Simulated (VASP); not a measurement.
A run of VASP 6.6.1:

The input INCAR:

```
PREC = Accurate
ENCUT = 600
EDIFF = 1E-7
ISMEAR = 1
SIGMA = 0.1
LREAL = False
LASPH = True
NELM = 80
ALGO = Normal
ISIF = 3
LWAVE = False
LCHARG = False
GGA = PE
IBRION = 2
NSW = 90
EDIFFG = -0.005
PSTRESS = 31.2
```

KPOINTS

```
regular mesh
0
Gamma
  12 12 6
```

The input POSCAR:

```
TiSe2                                   
1.0
    3.4891032826      0.0000000000     -0.0000000000
   -1.7445516413      3.0216520792     -0.0000000000
    0.0000000000     -0.0000000000      5.9019990487
  Ti              Se            
     1     2
Direct
     1.0000000000000000    1.0000000000000000    0.0000000000000000
     0.3333333332999970    0.6666666667000030    0.2631575944626703
     0.6666666667000030    0.3333333332999970    0.7368424055373297
```

Potentials or basis: VASP PAW PBE potentials, release 64 (Ti_sv, Se).

Command:

```sh
$ cat potpaw_PBE.64/Ti_sv/POTCAR potpaw_PBE.64/Se/POTCAR > POTCAR
$ mpirun -np 1 vasp_std > vasp.out
```

Hardware: 1 thread of Intel(R) Xeon(R) Platinum 8259CL CPU @ 2.50GHz (Skylake/Cascade Lake) (shared host).

Question: How long does it take, and how much memory?

Answer: It took 96 s on 1 thread of Intel(R) Xeon(R) Platinum 8259CL CPU @ 2.50GHz (Skylake/Cascade Lake), with other jobs on the host, peak memory 0.28 GiB. Counts: scf iterations 16, k points 100, ion steps 1.
